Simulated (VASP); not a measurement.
A VASP 6.6.1 single-point calculation on BaS

INCAR

```
LCHARG = .FALSE.
NELM = 65
LDAUU = 4 4 4
LDAUL = 2 2 2
NBANDS = 15
ISIF = 2
LDAUTYPE = 2
EDIFF = 1E-7
LWAVE = .FALSE.
SIGMA = 0.02
LASPH = .TRUE.
ISMEAR = -1
IBRION = -1
LDAU = .TRUE.
ENCUT = 520
PREC = Accurate
GGA = PE
LREAL = .FALSE.
NSW = 0
```

KPOINTS

```
KPOINTS created by Atomic Simulation Environment
0
Gamma
6 6 6
0 0 0
```

POSCAR

```
Ba S
 1.0000000000000000
     0.0000000000000000    3.3452008881999999    3.7894180099999999
     3.3452008881999999    0.0000000000000000    3.7894180099999999
     3.3452008881999999    3.3452008881999999    0.0000000000000000
 Ba  S
   1   1
Cartesian
  0.0000000000000000  0.0000000000000000  0.0000000000000000
  1.6726004441000000  1.6726004441000000  1.8947090049999999
```

The recommended PBE PAW datasets give the neutral cell 16 valence electrons.

Command

```
mpirun -np 1 vasp_std
```

Task: Predict the outcome of this run.

Result: It converged. Results: gap between bands v and c on the k mesh 2.52 eV; least direct gap on the k mesh 3.14 eV; pressure 2.8 GPa. Band v is the last that the valence electrons fill when counted band by band, and c is the next.

OSZICAR

```
N       E                     dE             d eps       ncg     rms          rms(c)
DAV:   1     0.898702636174E+02    0.89870E+02   -0.63860E+03   900   0.892E+02
DAV:   2    -0.366361332362E+01   -0.93534E+02   -0.85043E+02  1197   0.162E+02
DAV:   3    -0.101250735759E+02   -0.64615E+01   -0.64155E+01  1251   0.465E+01
DAV:   4    -0.102906705035E+02   -0.16560E+00   -0.16557E+00  1268   0.750E+00
DAV:   5    -0.102933940628E+02   -0.27236E-02   -0.27235E-02  1311   0.813E-01    0.505E+00
DAV:   6    -0.917584463546E+01    0.11175E+01   -0.15984E+00  1075   0.676E+00    0.335E+00
DAV:   7    -0.912796299424E+01    0.47882E-01   -0.48451E-01  1110   0.337E+00    0.262E+00
DAV:   8    -0.914156494976E+01   -0.13602E-01   -0.47872E-02  1054   0.125E+00    0.781E-01
DAV:   9    -0.915068817046E+01   -0.91232E-02   -0.16100E-02   928   0.835E-01    0.403E-01
DAV:  10    -0.915288897462E+01   -0.22008E-02   -0.87249E-04  1054   0.178E-01    0.145E-01
DAV:  11    -0.915445806076E+01   -0.15691E-02   -0.21598E-03   900   0.235E-01    0.312E-02
DAV:  12    -0.915448615502E+01   -0.28094E-04   -0.14039E-04  1271   0.558E-02    0.322E-02
DAV:  13    -0.915450542890E+01   -0.19274E-04   -0.42514E-05   914   0.386E-02    0.143E-02
DAV:  14    -0.915450527189E+01    0.15701E-06   -0.10118E-06  1271   0.533E-03    0.462E-03
DAV:  15    -0.915450527633E+01   -0.44382E-08   -0.16532E-07   929   0.256E-03
   1 F= -.91545053E+01 E0= -.91545053E+01  d E =-.517337E-11
```

These settings aren't sound, so the numbers aren't properties of the crystal.

The fault: wrong count of Hubbard values.

On sound settings PBE gives a gap of 2.70 eV on its mesh and a pressure of 0.9 GPa for the intended cell. This run's energy (σ→0) differs from it by 277 meV an atom.
